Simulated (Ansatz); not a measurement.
Runs of Ansatz 0.2.0 on SiO2. The structure is orthorhombic, space group Fddd (No. 70). Conventional cell: a = 4.719 Å, b = 9.433 Å, c = 14.726 Å, α = 90.00°, β = 90.00°, γ = 90.00°. Si (site symmetry 2) has 4 O at 1.60 to 1.62 Å as nearest neighbours. Around O (site symmetry 2) lie 2 Si at 1.62 Å. Around O (site symmetry -1) lie 2 Si at 1.60 Å. The cell comes from a database or a generator and needn't be the stable form of this composition.

```csv
level,gap on the mesh (eV),pressure (GPa),relaxed volume (Å³/atom)
PBEsol+D3(BJ)-ATM,5.67,0.0,13.68
PBEsol+D4,5.66,0.0,(b)
PBEsol,5.62,0.0,13.81
PBEsol+D3(BJ),(a),0.0,13.66
```

Alike in all rows: task relaxation of cell and atoms; potentials or basis Ansatz PAW; no spin polarisation; cell relaxed; k mesh 7 × 7 × 7; cutoff (eV) 420; smearing fermi-dirac 0.05 eV.

Problem. Fill in the values left out.

Solution. (a) 5.68; (b) 13.71.

Caveats: odd divisions of the mesh miss points on the zone boundary, where band edges often lie, so the gap on the mesh can be too wide; the plane-wave basis is chosen anew once the cell has moved, so the energies of steps on either side of that aren't comparable; the PAW data sets come from PBE, with cores solved anew for the run's functional, which leaves a small shift of forces and pressure.

A k mesh can miss the band edges.
